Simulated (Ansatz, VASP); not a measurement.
**TiB2: VASP beside Ansatz**

```
CELL_PARAMETERS angstrom
3.02920 0.00000 0.00000
-1.51460 2.62336 0.00000
0.00000 0.00000 3.22840
ATOMIC_POSITIONS crystal
Ti 0.00000 0.00000 0.00000
B 0.66667 0.33333 0.50000
B 0.33333 0.66667 0.50000
```

Alike in both runs: task single point; functional PBE; k mesh 10 × 10 × 8; occupations gaussian, width 0.029 eV; no spin polarisation.

```csv
,VASP,Ansatz
version,VASP 6.6.1,Ansatz 0.2.0
potentials or method,"VASP PAW PBE potentials, release 64 (Ti_sv, B)",Ansatz PAW
plane-wave cutoff (eV),520,420
valence electrons in the cell,18,18
```

Ansatz gave:

| Quantity | Value |
| --- | --- |
| gap on the k mesh at the Fermi level (eV) | none |
| pressure (GPa) | 0.3 |
| largest component of the traceless stress (GPa) | 0.06 |

**Question.** Estimate VASP's values.

**Answer.** gap on the k mesh at the Fermi level (eV): none; pressure (GPa): 0.6; largest component of the traceless stress (GPa): 0.04.

A gap of «none» marks a metal or a gap that the smearing closes.
